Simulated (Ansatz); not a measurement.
**HfC under changes of volume**

One of the cells (12.568 Å³/atom); the others are scaled copies at fixed shape and fractional positions:

```
Hf C
1.0
     0.00000    2.32500    2.32500
     2.32500    0.00000    2.32500
     2.32500    2.32500    0.00000
Hf C
1 1
Direct
  0.50000 0.50000 0.50000
  0.00000 0.00000 0.00000
```

* Program: Ansatz 0.2.0
* Functional: RPBE
* Dispersion: D3(BJ)+ATM
* Potentials or basis: all-electron LAPW, scalar-relativistic
* Cutoff: 278 eV (chosen from the basis error)
* Basis error allowed: 0.002 eV/atom
* k mesh: 10 × 10 × 10
* Occupations: fermi-dirac, width 0.1 eV
* Spin: collinear spin, random start
* Starting moments: [1.0, 0.0] μB
* Fixed moment: 1 μB

```csv
volume (Å³/atom),energy over the lowest point (meV/atom),pressure (GPa)
11.814,0.00,-8.0
12.065,?,?
12.317,41.37,-17.8
12.568,72.90,-22.0
12.819,110.69,-25.8
13.071,154.09,-29.2
13.322,202.54,-32.2
```

**Question.** What does the run at 12.065 Å³/atom give?

**Answer.** Energy over the lowest point 16.81 meV/atom; pressure -13.2 GPa.

Worked out: A Birch-Murnaghan fit of order 3 (a polynomial in V^(-2/3)) to the other rows has its minimum at 11.47 Å³/atom, just outside them, with B0 = V·E''(V) = 293 GPa and B' = 4.0. It gives 16.76 meV/atom at 12.065 Å³/atom, against the run's 16.81, and -dE/dV = -13.3 GPa, against -13.2.

Energies are extrapolated to zero smearing.

Caveats: the total moment is fixed, so each spin has its own Fermi level.
